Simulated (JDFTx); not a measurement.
# GaAs (F-43m) in JDFTx: convergence with cutoff

Aim: find how far cutoff must go before the results for GaAs settle, at RPBE. This setting moves, with any that are tied to it; all else stays.

Program: JDFTx 1.7.0 (patched build). These are calculated values, not measurements. Logs are shortened: lines on timing, memory, paths and dates and some standing lists are left out, and cuts for length are marked. The log counts tension as positive stress, the text compression.

## Step 1: The structure

The structure is cubic, space group F-43m (No. 216). The conventional cell has a = 5.654 Å, b = 5.654 Å, c = 5.654 Å, α = 90.00°, β = 90.00°, γ = 90.00°. As (site symmetry -43m) has 4 Ga at 2.45 Å as nearest neighbours. Ga (site symmetry -43m) has 4 As at 2.45 Å as nearest neighbours.

## Step 2: With cutoff 625.862 eV

Input file GaAs.in:

```
lattice \
    0.0000000000     5.3419722954     5.3419722954 \
    5.3419722954     0.0000000000     5.3419722954 \
    5.3419722954     5.3419722954     0.0000000000
coords-type Cartesian
ion As     8.0129584431     8.0129584431     8.0129584431 1
ion Ga     0.0000000000     0.0000000000     0.0000000000 1

ion-species pseudo/As.upf
ion-species pseudo/Ga.upf
elec-cutoff 23 184
elec-ex-corr gga-x-rpbe gga-c-pbe
kpoint-folding 6 6 6
elec-smearing Fermi 0.0018374661
elec-n-bands 30
electronic-SCF nIterations 100 energyDiffThreshold 1e-09
electronic-minimize nIterations 30 energyDiffThreshold 1e-7
converge-empty-states yes
forces-output-coords Cartesian

dump-name run.$VAR
dump End Ecomponents EigStats BandEigs Kpoints Forces Stress
```

Potentials or basis: PseudoDojo-SR-PBE-0.5-stringent.

The run is started by

```sh
jdftx -c 1 -i GaAs.in -o GaAs.out
```

Standard output:

```text
*************** JDFTx 1.7.0 (patched build) ***************

Input parsed successfully to the following command list (including defaults):
[... the input with its defaults ...]

---------- Setting up symmetries ----------

Found 48 point-group symmetries of the bravais lattice
Found 24 space-group symmetries with basis
Applied RMS atom displacement 3.23146e-16 bohrs to make symmetries exact.

---------- Initializing the Grid ----------
R =
[            0      5.34197      5.34197  ]
[      5.34197            0      5.34197  ]
[      5.34197      5.34197            0  ]
unit cell volume = 304.884
G =
[  -0.588096   0.588096   0.588096  ]
[   0.588096  -0.588096   0.588096  ]
[   0.588096   0.588096  -0.588096  ]
Minimum fftbox size, Smin = [  48  48  48  ]
Chosen fftbox size, S = [  48  48  48  ]

---------- Initializing tighter grid for wavefunction operations ----------
R =
[            0      5.34197      5.34197  ]
[      5.34197            0      5.34197  ]
[      5.34197      5.34197            0  ]
unit cell volume = 304.884
G =
[  -0.588096   0.588096   0.588096  ]
[   0.588096  -0.588096   0.588096  ]
[   0.588096   0.588096  -0.588096  ]
Minimum fftbox size, Smin = [  36  36  36  ]
Chosen fftbox size, S = [  36  36  36  ]

---------- Exchange Correlation functional ----------
Initialized LibXC exchange functional 'Hammer, Hansen, and Norskov'
Initialized LibXC correlation functional 'Perdew, Burke & Ernzerhof'

---------- Setting up pseudopotentials ----------
Width of ionic core gaussian charges (only for fluid interactions / plotting) set to 0

Reading pseudopotential file 'pseudo/As.upf':
  'As' pseudopotential, 'PBE' functional
  Generated using ONCVPSP code by D. R. Hamann
  23 valence electrons, 5 orbitals, 6 projectors, 1001 radial grid points, with lMax = 2
    3S    l: 0   occupation:  2.0   eigenvalue: -6.993603
    3P    l: 1   occupation:  6.0   eigenvalue: -4.912558
    3D    l: 2   occupation: 10.0   eigenvalue: -1.493697
    4S    l: 0   occupation:  2.0   eigenvalue: -0.532653
    4P    l: 1   occupation:  3.0   eigenvalue: -0.190913
  Core radius for overlap checks: 1.55 bohrs.

Reading pseudopotential file 'pseudo/Ga.upf':
  'Ga' pseudopotential, 'PBE' functional
  Generated using ONCVPSP code by D. R. Hamann
  21 valence electrons, 5 orbitals, 6 projectors, 1001 radial grid points, with lMax = 2
    3S    l: 0   occupation:  2.0   eigenvalue: -5.443529
    3P    l: 1   occupation:  6.0   eigenvalue: -3.633012
    3D    l: 2   occupation: 10.0   eigenvalue: -0.703915
    4S    l: 0   occupation:  2.0   eigenvalue: -0.328859
    4P    l: 1   occupation:  1.0   eigenvalue: -0.094784
  Core radius for overlap checks: 1.46 bohrs.

Initialized 2 species with 2 total atoms.

Folded 1 k-points by 6x6x6 to 216 k-points.

---------- Setting up k-points, bands, fillings ----------
Adding inversion symmetry to k-mesh for non-inversion-symmetric unit cell.
Reduced to 16 k-points under symmetry.
Computing the number of bands and number of electrons
Calculating initial fillings.
nElectrons:  44.000000   nBands: 30   nStates: 16

----- Setting up reduced wavefunction bases (one per k-point) -----
average nbasis = 1608.838 , ideal nbasis = 1606.278

---------- Setting up ewald sum ----------
Optimum gaussian width for ewald sums = 2.426231 bohr.
Real space sum over 1331 unit cells with max indices [  5  5  5  ]
Reciprocal space sum over 2197 terms with max indices [  6  6  6  ]

---------- Allocating electronic variables ----------
Initializing wave functions:  linear combination of atomic orbitals
Note: number of bands (30) exceeds available atomic orbitals (26)
As pseudo-atom occupations:   s ( 2 2 )  p ( 6 3 )  d ( 10 )
Ga pseudo-atom occupations:   s ( 2 2 )  p ( 6 1 )  d ( 10 )
	FillingsUpdate:  mu: +0.364201370  nElectrons: 44.000000
LCAOMinimize: Iter:   0  F: -536.5184568916379249  |grad|_K:  7.759e-03  alpha:  1.000e+00
	FillingsUpdate:  mu: +0.377250891  nElectrons: 44.000000
LCAOMinimize: Iter:   1  F: -536.6718920612805732  |grad|_K:  1.250e-03  alpha:  5.884e-01  linmin: -4.189e-03  cgtest: -8.359e-02
	FillingsUpdate:  mu: +0.387176327  nElectrons: 44.000000
[... 6 lines of inner loops ...]
LCAOMinimize: Iter:   5  F: -536.6787075313519608  |grad|_K:  3.130e-07  alpha:  7.837e-01  linmin:  2.602e-04  cgtest:  3.971e-04
	FillingsUpdate:  mu: +0.386090790  nElectrons: 44.000000
LCAOMinimize: Iter:   6  F: -536.6787075319630276  |grad|_K:  7.839e-08  alpha:  8.649e-01  linmin: -5.509e-04  cgtest:  7.327e-03
LCAOMinimize: Converged (|Delta F|<1.000000e-06 for 2 iters).

-------- Electronic minimization -----------
Will mix electronic density at each iteration.
	FillingsUpdate:  mu: +0.386090790  nElectrons: 44.000000
	FillingsUpdate:  mu: +0.377725062  nElectrons: 44.000000
SCF: Cycle:  0   F: -537.752282199938804   dF: -1.074e+00   |Residual|: 6.380e-01   |deigs|: 7.788e-02
	FillingsUpdate:  mu: +0.374398523  nElectrons: 44.000000
SCF: Cycle:  1   F: -537.799868938571194   dF: -4.759e-02   |Residual|: 2.781e-01   |deigs|: 8.089e-02
	FillingsUpdate:  mu: +0.376071341  nElectrons: 44.000000
SCF: Cycle:  2   F: -537.806029149516803   dF: -6.160e-03   |Residual|: 3.687e-02   |deigs|: 4.258e-02
	FillingsUpdate:  mu: +0.379897217  nElectrons: 44.000000
SCF: Cycle:  3   F: -537.806730726104888   dF: -7.016e-04   |Residual|: 1.812e-02   |deigs|: 1.744e-02
	FillingsUpdate:  mu: +0.380849662  nElectrons: 44.000000
SCF: Cycle:  4   F: -537.806756128437428   dF: -2.540e-05   |Residual|: 5.675e-03   |deigs|: 2.171e-03
	FillingsUpdate:  mu: +0.380978563  nElectrons: 44.000000
SCF: Cycle:  5   F: -537.806761752509487   dF: -5.624e-06   |Residual|: 1.063e-03   |deigs|: 9.725e-04
	FillingsUpdate:  mu: +0.381342497  nElectrons: 44.000000
SCF: Cycle:  6   F: -537.806763095845213   dF: -1.343e-06   |Residual|: 1.435e-03   |deigs|: 9.870e-04
	FillingsUpdate:  mu: +0.381310715  nElectrons: 44.000000
SCF: Cycle:  7   F: -537.806763878758034   dF: -7.829e-07   |Residual|: 2.822e-04   |deigs|: 5.206e-04
	FillingsUpdate:  mu: +0.381342665  nElectrons: 44.000000
SCF: Cycle:  8   F: -537.806763941060467   dF: -6.230e-08   |Residual|: 4.304e-05   |deigs|: 9.068e-05
	FillingsUpdate:  mu: +0.381345369  nElectrons: 44.000000
SCF: Cycle:  9   F: -537.806763946127148   dF: -5.067e-09   |Residual|: 4.719e-05   |deigs|: 6.530e-06
	FillingsUpdate:  mu: +0.381346293  nElectrons: 44.000000
SCF: Cycle: 10   F: -537.806763947603258   dF: -1.476e-09   |Residual|: 2.150e-05   |deigs|: 9.335e-06
	FillingsUpdate:  mu: +0.381347252  nElectrons: 44.000000
SCF: Cycle: 11   F: -537.806763947972172   dF: -3.689e-10   |Residual|: 4.958e-06   |deigs|: 8.893e-06
	FillingsUpdate:  mu: +0.381346983  nElectrons: 44.000000
SCF: Cycle: 12   F: -537.806763948034018   dF: -6.185e-11   |Residual|: 1.938e-06   |deigs|: 3.488e-06
SCF: Converged (|Delta E|<1.000000e-09 for 2 iters).

Setting wave functions to eigenvectors of Hamiltonian
Converging empty states (this may take a while): |deigs|: 1.294e-05
WARNING: the partial cores' own exchange and correlation, taken off the total, pulls at atoms by up to 0.0e+00 Eh/a0
   and adds -0.363 GPa to the pressure: cores overlap, or the grid is coarse for them. See exc-core.

# Stress tensor in Cartesian coordinates [Eh/a0^3]:
[    0.0962644            0            0  ]
[            0    0.0962644            0  ]
[            0            0    0.0962644  ]

# Ionic positions in cartesian coordinates:
ion As   8.012958443100000   8.012958443100000   8.012958443100000 1
ion Ga  -0.000000000000000   0.000000000000000   0.000000000000000 1

# Forces in Cartesian coordinates:
force As  -0.000000000000000  -0.000000000000000   0.000000000000000 1
force Ga   0.000000000000000   0.000000000000000  -0.000000000000000 1

# Energy components:
   Eewald =     -244.3847548326932611
       EH =      219.2235997509062599
     Eloc =     -583.6173378322009739
      Enl =     -116.0192294701153628
      Exc =      -51.3489843637651404
 Exc_core =        5.8221572022964683
       KE =      232.5178803417175573
-------------------------------------
     Etot =     -537.8066692038544261
       TS =        0.0000947441795487
-------------------------------------
        F =     -537.8067639480340176

IonicMinimize: Iter:   0  F: -537.806763948034018  |grad|_K:       -nan
IonicMinimize: None of the convergence criteria satisfied after 0 iterations.

#--- Lowdin population analysis ---
# oxidation-state As +0.154
# oxidation-state Ga +0.030

Dumping 'run.eigStats' ...
	eMin: -7.305109 at state 0 ( [ +0.000000 +0.000000 +0.000000 ] spin 0 )
	HOMO: +0.373212 at state 1 ( [ +0.000000 +0.000000 +0.166667 ] spin 0 )
	mu  : +0.381347
	LUMO: +0.382216 at state 3 ( [ +0.000000 +0.000000 +0.500000 ] spin 0 )
	eMax: +0.958416 at state 9 ( [ +0.000000 +0.333333 +0.333333 ] spin 0 )
	HOMO-LUMO gap: +0.009004
	Optical gap  : +0.032702 at state 1 ( [ +0.000000 +0.000000 +0.166667 ] spin 0 )
Done!
[note: the HOMO, LUMO and gaps printed at the end count levels as full or empty at half filling, so they show a gap where a level is partly filled]
```

Wall time 31 s (1 thread of Intel Xeon Platinum 8488C (Sapphire Rapids), shared host); peak memory 0.09 GiB.

What came out:

- Free energy: -14634.4676 eV
- Pressure: -2832.2 GPa
- Band gap on the k mesh: none (metal or under the smearing width)

## Step 3: With cutoff 761.919 eV

GaAs.in, as its differences from that of step 2:

```diff
@@ -10,3 +10,3 @@
 ion-species pseudo/Ga.upf
-elec-cutoff 23 184
+elec-cutoff 28 224
 elec-ex-corr gga-x-rpbe gga-c-pbe
```

Potentials or basis: PseudoDojo-SR-PBE-0.5-stringent.

The run is started by

```sh
jdftx -c 1 -i GaAs.in -o GaAs.out
```

Run time: 34 s. Hardware: 1 thread of Intel Xeon Platinum 8488C (Sapphire Rapids), shared host; peak memory 0.11 GiB.

What came out:

* Free energy: -14810.0143 eV
* Pressure: -1455.3 GPa
* Band gap on the k mesh: none (metal or under the smearing width)

## Step 4: With cutoff 925.187 eV

GaAs.in, as its differences from that of step 3:

```diff
@@ -10,3 +10,3 @@
 ion-species pseudo/Ga.upf
-elec-cutoff 28 224
+elec-cutoff 34 272
 elec-ex-corr gga-x-rpbe gga-c-pbe
```

The run is started by

```sh
jdftx -c 1 -i GaAs.in -o GaAs.out
```

Run time: 42 s. Hardware: 1 thread of Intel Xeon Platinum 8488C (Sapphire Rapids), shared host; peak memory 0.13 GiB.

What came out:

```yaml
Free_energy: -14886.9646 eV
Pressure: -494.0 GPa
Band_gap_on_the_k_mesh: 0.45 eV, direct
```

## Step 5: With cutoff 1088.45 eV

GaAs.in, as its differences from that of step 4:

```diff
@@ -10,3 +10,3 @@
 ion-species pseudo/Ga.upf
-elec-cutoff 34 272
+elec-cutoff 40 320
 elec-ex-corr gga-x-rpbe gga-c-pbe
```

The run is started by

```sh
jdftx -c 1 -i GaAs.in -o GaAs.out
```

Wall time 61 s (1 thread of Intel Xeon Platinum 8488C (Sapphire Rapids), shared host); peak memory 0.16 GiB.

What came out:

```yaml
Free_energy: -14906.0742 eV
Pressure: -112.5 GPa
Band_gap_on_the_k_mesh: 0.64 eV, direct
```

## Step 6: With cutoff 1251.72 eV

GaAs.in, as its differences from that of step 5:

```diff
@@ -10,3 +10,3 @@
 ion-species pseudo/Ga.upf
-elec-cutoff 40 320
+elec-cutoff 46 368
 elec-ex-corr gga-x-rpbe gga-c-pbe
```

Potentials or basis: PseudoDojo-SR-PBE-0.5-stringent.

The run is started by

```sh
jdftx -c 1 -i GaAs.in -o GaAs.out
```

Wall time 67 s (1 thread of Intel Xeon Platinum 8488C (Sapphire Rapids), shared host); peak memory 0.19 GiB.

Results:

| Quantity | Value |
| --- | --- |
| Free energy | -14909.3923 eV |
| Pressure | -12.0 GPa |
| Band gap on the k mesh | 0.69 eV, direct |

## Step 7: With cutoff 1387.78 eV

GaAs.in, as its differences from that of step 6:

```diff
@@ -10,3 +10,3 @@
 ion-species pseudo/Ga.upf
-elec-cutoff 46 368
+elec-cutoff 51 408
 elec-ex-corr gga-x-rpbe gga-c-pbe
```

The run is started by

```sh
jdftx -c 1 -i GaAs.in -o GaAs.out
```

It took 97 s on 1 thread of Intel Xeon Platinum 8488C (Sapphire Rapids), shared host; peak memory 0.21 GiB.

The run converged. Its results:

* Free energy: -14909.7329 eV
* Pressure: 3.3 GPa
* Band gap on the k mesh: 0.70 eV, direct

## Step 8: With cutoff 1551.05 eV

GaAs.in, as its differences from that of step 7:

```diff
@@ -10,3 +10,3 @@
 ion-species pseudo/Ga.upf
-elec-cutoff 51 408
+elec-cutoff 57 456
 elec-ex-corr gga-x-rpbe gga-c-pbe
```

The run is started by

```sh
jdftx -c 1 -i GaAs.in -o GaAs.out
```

Run time: 1.7 min. Hardware: 1 thread of Intel Xeon Platinum 8488C (Sapphire Rapids), shared host; peak memory 0.26 GiB.

It converged, with:

- Free energy: -14909.7656 eV
- Pressure: 5.5 GPa
- Band gap on the k mesh: 0.70 eV, direct

## Step 9: With cutoff 1795.95 eV

GaAs.in, as its differences from that of step 8:

```diff
@@ -10,3 +10,3 @@
 ion-species pseudo/Ga.upf
-elec-cutoff 57 456
+elec-cutoff 66 528
 elec-ex-corr gga-x-rpbe gga-c-pbe
```

Potentials or basis: PseudoDojo-SR-PBE-0.5-stringent.

The run is started by

```sh
jdftx -c 1 -i GaAs.in -o GaAs.out
```

Wall time 1.9 min (1 thread of Intel Xeon Platinum 8488C (Sapphire Rapids), shared host); peak memory 0.29 GiB.

The run converged. Its results:

```yaml
Free_energy: -14909.7675 eV
Pressure: 5.5 GPa
Band_gap_on_the_k_mesh: 0.70 eV, direct
```

## Step 10: With cutoff 2095.28 eV

GaAs.in, as its differences from that of step 9:

```diff
@@ -10,3 +10,3 @@
 ion-species pseudo/Ga.upf
-elec-cutoff 66 528
+elec-cutoff 77 616
 elec-ex-corr gga-x-rpbe gga-c-pbe
```

The run is started by

```sh
jdftx -c 1 -i GaAs.in -o GaAs.out
```

Wall time 2.3 min (1 thread of Intel Xeon Platinum 8488C (Sapphire Rapids), shared host); peak memory 0.37 GiB.

Results (log left out):

| Item | Value |
| --- | --- |
| Free energy | -14909.7700 eV |
| Pressure | 5.5 GPa |
| Band gap on the k mesh | 0.70 eV, direct |

## Step 11: The series at a glance

```csv
cutoff,"energy less the tightest run, at zero smearing (meV/atom)",pressure (GPa),gap on the mesh (eV),SCF cycles,CPU time (s),peak memory (GiB)
625.862 eV,137651.86,-2832.20,0.000,13,31,0.09
761.919 eV,49878.05,-1455.25,0.000,14,34,0.11
925.187 eV,11402.71,-493.99,0.448,13,42,0.13
1088.45 eV,1847.93,-112.52,0.645,12,61,0.16
1251.72 eV,188.87,-12.02,0.689,12,67,0.19
1387.78 eV,18.57,3.33,0.696,12,97,0.21
1551.05 eV,2.22,5.49,0.697,12,100,0.26
1795.95 eV,1.25,5.52,0.697,13,120,0.29
2095.28 eV,0.00,5.52,0.697,12,140,0.37
```

Against the tightest run, the pressure stays within 0.1 GPa from 1551.05 eV on; the gap on the mesh stays within 0.01 eV from 1251.72 eV on. Not settled before the last step: the energy (to 1 meV/atom). The tightest run that finished is the yardstick and may itself not be fully converged.

Caveats: the potentials were made for another functional, which shifts forces and pressure.
